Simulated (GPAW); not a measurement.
Crystal: TaSi2.

```xyz
9
Lattice="4.7839 0.0000 0.0000 -2.3920 4.1430 0.0000 0.0000 0.0000 6.5700" Properties=species:S:1:pos:R:3 pbc="T T T"
Ta   -1.1960    2.0715    2.1900
Ta    1.1960    2.0715    4.3800
Ta    2.3920    0.0000    0.0000
Si    1.1407    0.6586    2.1900
Si   -1.2512    3.4844    4.3800
Si    2.3920    2.8258    0.0000
Si    1.2512    3.4844    2.1900
Si    3.6432    0.6586    4.3800
Si    0.0000    1.3172    0.0000
```

Base run:

| Quantity | Value |
| --- | --- |
| Program | GPAW 26.7.0 |
| Functional | PBEsol |
| Potentials or basis | PAW data sets generated in the run's folder for this functional |
| Cutoff | 600 eV |
| Basis | pw |
| k mesh | 5 × 5 × 3 |
| Occupations | fermi-dirac, width 0.05 eV |
| Spin | no spin polarisation |
| Hubbard terms | Ta d U = 6 eV |

Its results: band gap on the k mesh none (metal or under the smearing width); pressure 5.8 GPa; largest force 0.148 eV/Å.

Task: The run is repeated on the same cell with these changes: hubbard terms from Ta d U = 6 eV to Ta d U = 3 eV. What comes out?

Result: Band gap on the k mesh none (metal or under the smearing width); pressure 1.8 GPa; largest force 0.061 eV/Å.

Caveats: U without spin polarisation on a metal has little footing; the U is typed as a test and isn't derived for this compound.

Not every run made on this cell is shown here.
